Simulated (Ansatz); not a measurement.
FeO (Wuestite):

```
Fe O
1.0
     0.00000    2.15540    2.15540
     2.15540    0.00000    2.15540
     2.15540    2.15540    0.00000
Fe O
1 1
Direct
  0.00000 0.00000 0.00000
  0.50000 0.50000 0.50000
```

Program: Ansatz 0.2.0. Alike in all runs: potentials or basis all-electron LAPW, scalar-relativistic; spin collinear, ferromagnetic start; cell as given; k mesh 11 × 11 × 11; cutoff (eV) 349; basis error allowed 0.001 eV/atom.

Question: Order these runs on this cell by their pressure, lowest first.
A. level PBEsol; smearing fermi-dirac 0.05 eV
B. level PBE; smearing gaussian 0.022 eV
C. level LDA; smearing fermi-dirac 0.05 eV

Answer: C (-15.6 GPa), A (-8.6 GPa), B (-0.4 GPa).

Caveats: a cell with one magnetic atom can't hold antiferromagnetic order, which such compounds often take.
